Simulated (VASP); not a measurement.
# Cu3N (Pm-3m) in VASP: further runs

One crystal, Cu3N, is run at these levels: PBE, LDA; tasks: relaxation of cell and atoms.

All numbers are computed with VASP 6.6.1; they aren't measurements. Logs are shortened: lines on timing, memory, paths and dates and some standing lists are left out, and cuts for length are marked.

**1. The crystal as given**

Symmetry: Pm-3m, No. 221, cubic system. Conventional cell: a = 3.807 Å, b = 3.807 Å, c = 3.807 Å, α = 90.00°, β = 90.00°, γ = 90.00°. Cu (site symmetry 4/mmm) is surrounded by 2 N at 1.90 Å. Around N (site symmetry m-3m) lie 6 Cu at 1.90 Å.

**2. Relaxation of cell and atoms, PBE**

The input, INCAR:

```
ALGO = Normal
EDIFF = 1E-6
EDIFFG = -0.01
ENCUT = 300
GGA = PE
IBRION = 2
ISIF = 3
ISMEAR = 1
LASPH = True
LCHARG = False
LREAL = False
LWAVE = False
NELM = 80
NSW = 90
PREC = Accurate
SIGMA = 0.1
```

The input, KPOINTS:

```
k-points
0
Gamma
  5 5 5
```

The input, POSCAR:

```
Cu3N
1.0
    3.8070000000      0.0000000000      0.0000000000
    0.0000000000      3.8070000000      0.0000000000
    0.0000000000      0.0000000000      3.8070000000
Cu N
3 1
Direct
    0.5000000000      0.0000000000      0.0000000000
    0.0000000000      0.5000000000      0.0000000000
    0.0000000000      0.0000000000      0.5000000000
    0.0000000000      0.0000000000      0.0000000000
```

Potentials or basis: VASP PAW PBE potentials, release 64 (Cu, N_s).

Started as:

```
cat potpaw_PBE.64/Cu/POTCAR potpaw_PBE.64/N_s/POTCAR > POTCAR
mpirun -np 1 vasp_std > vasp.out
```

OUTCAR:

```text
EDIFF = 1E-6
   EDIFFG = -0.01
   ENCUT = 300
   GGA = PE
   IBRION = 2
   ISIF = 3
   ISMEAR = 1
   LASPH = True
   LREAL = False
   NELM = 80
   NSW = 90
   PREC = Accurate

 ion  position               nearest neighbor table
   1  0.500  0.000  0.000-   4 1.90   4 1.90   2 2.69   3 2.69   2 2.69   2 2.69   3 2.69   3 2.69
                             3 2.69   2 2.69
   2  0.000  0.500  0.000-   4 1.90   4 1.90   1 2.69   3 2.69   1 2.69   3 2.69   3 2.69   3 2.69
                             1 2.69   1 2.69
   3  0.000  0.000  0.500-   4 1.90   4 1.90   1 2.69   1 2.69   2 2.69   2 2.69   2 2.69   2 2.69
                             1 2.69   1 2.69
   4  0.000  0.000  0.000-   1 1.90   2 1.90   3 1.90   3 1.90   2 1.90   1 1.90

  LATTYP: Found a simple cubic cell.
 ALAT       =     3.8070000000

  Lattice vectors:

 A1 = (   3.8070000000,   0.0000000000,   0.0000000000)
 A2 = (   0.0000000000,   3.8070000000,   0.0000000000)
 A3 = (   0.0000000000,   0.0000000000,   3.8070000000)

Analysis of symmetry for initial positions (statically):
=====================================================================
 Subroutine PRICEL returns:
 Original cell was already a primitive cell.

 Routine SETGRP: Setting up the symmetry group for a
 simple cubic supercell.

 Subroutine GETGRP returns: Found 48 space group operations
 (whereof 48 operations were pure point group operations)
 out of a pool of 48 trial point group operations.

The static configuration has the point symmetry O_h .

Analysis of symmetry for dynamics (positions and initial velocities):
=====================================================================
 Subroutine PRICEL returns:
 Original cell was already a primitive cell.

 Routine SETGRP: Setting up the symmetry group for a
 simple cubic supercell.

 Subroutine GETGRP returns: Found 48 space group operations
 (whereof 48 operations were pure point group operations)
 out of a pool of 48 trial point group operations.

The dynamic configuration has the point symmetry O_h .

 Subroutine INISYM returns: Found 48 space group operations
 (whereof 48 operations are pure point group operations),
 and found     1 'primitive' translations

----------------------------------------------------------------------------------------

                                     Primitive cell

  volume of cell :      55.1758

  direct lattice vectors                    reciprocal lattice vectors
[... 68 lines left out ...]
   ISTART =      0    job   : 0-new  1-cont  2-samecut
   ICHARG =      2    charge: 1-file 2-atom 10-const
   ISPIN  =      1    spin polarized calculation?
   LNONCOLLINEAR =      F non collinear calculations
   LSORBIT =      F    spin-orbit coupling
   LASPH  =      T    aspherical Exc in radial PAW
   ENCUT  =  300.0 eV  22.05 Ry    4.70 a.u.   5.38  5.38  5.38*2*pi/ulx,y,z
   NELM   =     80;   NELMIN=  2; NELMDL= -5     # of ELM steps
   EDIFF  = 0.1E-05   stopping-criterion for ELM
   LREAL  =      F    real-space projection
   EDIFFG = -.1E-01   stopping-criterion for IOM
   NSW    =     90    number of steps for IOM
   IBRION =      2    ionic relax: 0-MD 1-quasi-New 2-CG
   NFREE  =      1    steps in history (QN), initial steepest desc. (CG)
   ISIF   =      3    stress and relaxation
   ISYM   =      2    0-nonsym 1-usesym 2-fastsym
   POTIM  = 0.5000    time-step for ionic-motion
   TEBEG  =    0.0;   TEEND  =   0.0 temperature during run
   PSTRESS=    0.0 pullay stress
   NELECT =      38.0000    total number of electrons
   NUPDOWN=      -1.0000    fix difference up-down
   EMIN   =  10.00;   EMAX   =-10.00  energy-range for DOS
   EFERMI =   0.00;   METHOD = LEGACY
   ISMEAR =     1;   SIGMA  =   0.10  broadening in eV -4-tet -1-fermi 0-gaus
   EFERMI_NEDOS =   21; number of points for ismear=-14 and -15
   IALGO  =     38    algorithm
   IMIX   =      4    mixing-type and parameters
     AMIX     =   0.40;   BMIX     =  1.00
     AMIX_MAG =   1.60;   BMIX_MAG =  1.00
  volume/ion in A,a.u.               =      13.79        93.09
  Fermi-wavevector in a.u.,A,eV,Ry     =   1.445728  2.732029 28.437924  2.090128
  Thomas-Fermi vector in A             =   2.563877
   LORBIT       =      0    0 simple, 1 ext, 2 COOP (PROOUT), +10 PAW based schemes
   GGA     = PE    functional components
   LHFCALC =     F    Hartree Fock is set to
   AEXX    =    0.0000 exact exchange contribution
   IVDW    =     0    specifies the selected vdW correction
   LEPSILON=     F    determine dielectric tensor
   LRPA    =     F    only Hartree local field effects (RPA)
 conjugate gradient relaxation of ions
 non-spin polarized calculation
 Methfessel and Paxton  Order N= 1 SIGMA  =   0.10
  energy-cutoff  :      300.00
  volume of cell :       55.18
 maximum number of plane-waves:       670
 NGX is ok and might be reduce to    24
   NGX = 11   NGY = 11   NGZ = 11

--------------------------------------- Ionic step        1  -------------------------------------------

 number of electron      37.9999785 magnetization

 Free energy of the ion-electron system (eV)
  ---------------------------------------------------
  ext. energy  EPLUGINS =         0.00000000
  ---------------------------------------------------
  free energy    TOTEN  =       -18.39290850 eV

  energy without entropy =      -18.39421159  energy(sigma->0) =      -18.39334287

------------------------ aborting loop because EDIFF is reached ----------------------------------------

  FORCE on cell =-STRESS in cart. coord.  units (eV):
  Direction    XX          YY          ZZ          XY          YZ          ZX
  --------------------------------------------------------------------------------------
  -------------------------------------------------------------------------------------
  Total        0.0992269      0.0992269      0.0992269      0.0000000      0.0000000      0.0000000
  in kB        2.8813200      2.8813200      2.8813200      0.0000000      0.0000000      0.0000000
  external PRESSURE =       2.8813200 kB  Pullay stress =       0.0000000 kB
[... 63 lines left out ...]
--------------------------------------- Ionic step        3  -------------------------------------------

 number of electron      37.9999780 magnetization

 Free energy of the ion-electron system (eV)
  ---------------------------------------------------
  ext. energy  EPLUGINS =         0.00000000
  ---------------------------------------------------
  free energy    TOTEN  =       -18.39298243 eV

  energy without entropy =      -18.39428362  energy(sigma->0) =      -18.39341616

 E-fermi :   4.7952     XC(G=0): -10.8132

 val. band max:        4.7174199622   @ k =   0.4000   0.4000   0.4000
 cond. band min:       6.0885517486   @ k =   0.0000   0.0000   0.0000
 fundamental gap:      1.3711317864
 Fermi energy:         4.7952032214

 k-point     1 :       0.0000    0.0000    0.0000
  band No.  band energies     occupation
      1     -11.7710      2.00000
      2      -0.1724      2.00000
      3       0.2905      2.00000
      4       0.2905      2.00000
      5       0.2905      2.00000
      6       1.2072      2.00000
[... 280 lines left out ...]
  FREE ENERGIE OF THE ION-ELECTRON SYSTEM (eV)
  ---------------------------------------------------
  free  energy   TOTEN  =       -18.3929824291 eV

  energy  without entropy=      -18.3942836199  energy(sigma->0) =      -18.39341616

 reached required accuracy - stopping structural energy minimisation
```

It took 18 s on 1 thread of Intel Xeon Platinum 8259CL at 2.50GHz (Skylake/Cascade Lake), shared host; peak memory 0.13 GiB.

These settings aren't checked as converged: the numbers below hold their error.

What came out:

```yaml
Free_energy: -18.3930 eV
Relaxed_volume: 13.81 Å³/atom
Relaxed_cell: a = 3.809 Å, b = 3.809 Å, c = 3.809 Å, α = 90.00°, β = 90.00°, γ = 90.00°
Space_group_after_relaxing_to_0.05_Å: Pm-3m (No. 221)
Energy_gained_by_relaxing: 0.0 meV/atom
Ionic_steps: 3
Band_gap_on_the_k_mesh: 1.37 eV, indirect (least direct gap 1.81 eV)
```

Caveat: the cutoff is under 1.25 times the usual one of these potentials, so pressure, stress and relaxed cells hold a basis-set (Pulay) error; an odd mesh through Γ misses points on the zone boundary, where band edges often lie.

**3. Relaxation of cell and atoms, PBE**

Edit INCAR of step 2 so:

```diff
@@ -1,4 +1,4 @@
 ALGO = Normal
-EDIFF = 1E-6
-EDIFFG = -0.01
+EDIFF = 1E-7
+EDIFFG = -0.005
 ENCUT = 300
```

KPOINTS is that of step 2.

The input, POSCAR:

```
Cu3N                                    
1.0
    3.8089121945      0.0000000000      0.0000000000
    0.0000000000      3.8089121945     -0.0000000000
   -0.0000000000      0.0000000000      3.8089121945
  Cu              N             
     3     1
Direct
     0.5000000000000000    0.0000000000000000    0.0000000000000000
     0.0000000000000000    0.5000000000000000    0.0000000000000000
     0.0000000000000000    0.0000000000000000    0.5000000000000000
     0.0000000000000000    0.0000000000000000    0.0000000000000000
```

Potentials or basis: VASP PAW PBE potentials, release 64 (Cu, N_s).

Started as:

```
cat potpaw_PBE.64/Cu/POTCAR potpaw_PBE.64/N_s/POTCAR > POTCAR
mpirun -np 1 vasp_std > vasp.out
```

Wall time 8.5 s (1 thread of Intel Xeon Platinum 8259CL at 2.50GHz (Skylake/Cascade Lake), shared host); peak memory 0.13 GiB.

These settings aren't checked as converged: the numbers below hold their error.

Results:

```
Free energy            : -18.3938 eV
Band gap on the k mesh : 1.37 eV, indirect (least direct gap 1.81 eV)
```

Caveat: the cutoff is under 1.25 times the usual one of these potentials, so pressure, stress and relaxed cells hold a basis-set (Pulay) error; the relaxation stopped at its first step, so nothing moved; an odd mesh through Γ misses points on the zone boundary, where band edges often lie.

**4. Relaxation of cell and atoms, LDA**

The input, INCAR:

```
PREC = Accurate
ENCUT = 600
EDIFF = 1E-6
ISMEAR = 1
SIGMA = 0.1
LREAL = False
LASPH = True
NELM = 80
ALGO = Normal
ISIF = 3
LWAVE = False
LCHARG = False
IBRION = 2
NSW = 90
EDIFFG = -0.01
KPAR = 2
```

The input, KPOINTS:

```
regular mesh
0
Gamma
  10 10 10
```

The input, POSCAR:

```
Cu3N
1.0
    3.8070000000      0.0000000000      0.0000000000
    0.0000000000      3.8070000000      0.0000000000
    0.0000000000      0.0000000000      3.8070000000
Cu N
3 1
Direct
    0.5000000000      0.0000000000      0.0000000000
    0.0000000000      0.5000000000      0.0000000000
    0.0000000000      0.0000000000      0.5000000000
    0.0000000000      0.0000000000      0.0000000000
```

Potentials or basis: VASP PAW LDA potentials, release 64 (Cu, N).

Started as:

```
cat potpaw_LDA.64/Cu/POTCAR potpaw_LDA.64/N/POTCAR > POTCAR
mpirun -np 2 vasp_std > vasp.out
```

Run time: 70 s. Hardware: 2 MPI ranks of Intel Xeon Platinum 8488C (Sapphire Rapids), shared host; peak memory 0.19 GiB.

The run converged. Its results:

```yaml
Free_energy: -22.1736 eV
Relaxed_volume: 12.95 Å³/atom
Relaxed_cell: a = 3.728 Å, b = 3.728 Å, c = 3.728 Å, α = 90.00°, β = 90.00°, γ = 90.00°
Space_group_after_relaxing_to_0.05_Å: Pm-3m (No. 221)
Energy_gained_by_relaxing: 22.1 meV/atom
Ionic_steps: 3
Pressure_after_relaxing: 0.0 GPa
Band_gap_on_the_k_mesh: none (metal or under the smearing width)
```

The path:
| step | energy change (eV) | largest force (eV/Å) | pressure (GPa) | volume (Å³) |
| --- | --- | --- | --- | --- |
| 1 | 0.0000 | 0.0000 | -7.91 | 55.18 |
| 2 | -0.0545 | 0.0000 | 5.80 | 49.91 |
| 3 | -0.0885 | 0.0000 | 0.02 | 51.82 |

Final structure:
```yaml
crystal:
  lattice:
    - [3.72816, 0.00000, 0.00000]
    - [0.00000, 3.72816, 0.00000]
    - [0.00000, 0.00000, 3.72816]
  atoms:
    - { symbol: Cu, position: [0.50000, 0.00000, 0.00000] }
    - { symbol: Cu, position: [0.00000, 0.50000, 0.00000] }
    - { symbol: Cu, position: [0.00000, 0.00000, 0.50000] }
    - { symbol: N, position: [0.00000, 0.00000, 0.00000] }
```

Levels at points of the mesh, in eV from the Fermi level:
```tsv
k point	band 17	band 18	band 19	band 20	band 21	band 22
(0.00, 0.00, 0.00)	-2.01	-2.01	-1.97	1.25	5.53	5.53
(0.50, 0.00, 0.00)	-2.01	-1.56	-1.56	1.81	3.42	7.13
(0.50, 0.50, 0.00)	-1.18	-1.18	-0.76	0.00	3.85	5.00
(0.50, 0.50, 0.50)	0.00	0.00	0.00	0.59	0.59	0.59
```

Caveat: the run has no spin polarisation, though such a crystal can be magnetic. Zero-point motion and thermal expansion aren't in these numbers.
